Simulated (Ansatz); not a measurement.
TiO2 — Ti-49 NMR of the central transition

Cell: an entry of the Crystallography Open Database (COD) whose atoms were relaxed with PBE, the cell held.

Space group Pbcn (No. 60); a = 4.5150, b = 5.4970, c = 4.9390 Å.

| site | Wyckoff | site symmetry | x | y | z |
| --- | --- | --- | --- | --- | --- |
| Ti | 4c | .2. | 0.0000 | 0.1745 | 0.2500 |
| O | 8d | 1 | 0.2704 | 0.3819 | 0.4197 |

One atom of each set is listed.

Method: Kohn–Sham DFT in Ansatz, PBE, plane waves and PAW, scalar-relativistic, 420 eV cutoff, Γ-centred 5×5×5 k-points, Fermi–Dirac smearing 0.02 eV.

Ti-49 has I = 7/2 and Q = 247.0 mb (Pyykkö 2018); at 23.5 T its Larmor frequency is ν₀ = 56.5 MHz. Only the quadrupole interaction is simulated: positions count from each site's isotropic chemical shift, and shift anisotropy, dipolar and J coupling are left out.

Q: What does the Ti-49 spectrum (static powder) show for each site?

A: 

```csv
site,first shell,C_Q (MHz),η,P_Q (MHz),δ_QIS (ppm),breadth (kHz)
Ti,6 O at 1.87–2.09 Å,16.0,0.68,17.2,-236,97.1
```

δ_QIS = −(ν_Q²/30ν₀²)[I(I+1) − 3/4](1 + η²/3) × 10⁶ ppm with ν_Q = 3|C_Q|/[2I(2I−1)]; it falls as 1/B₀² in ppm, and the breadth as 1/B₀ in kHz.

At this cell the PBE pressure is 5 GPa, so with PBE the cell would grow if it were relaxed.
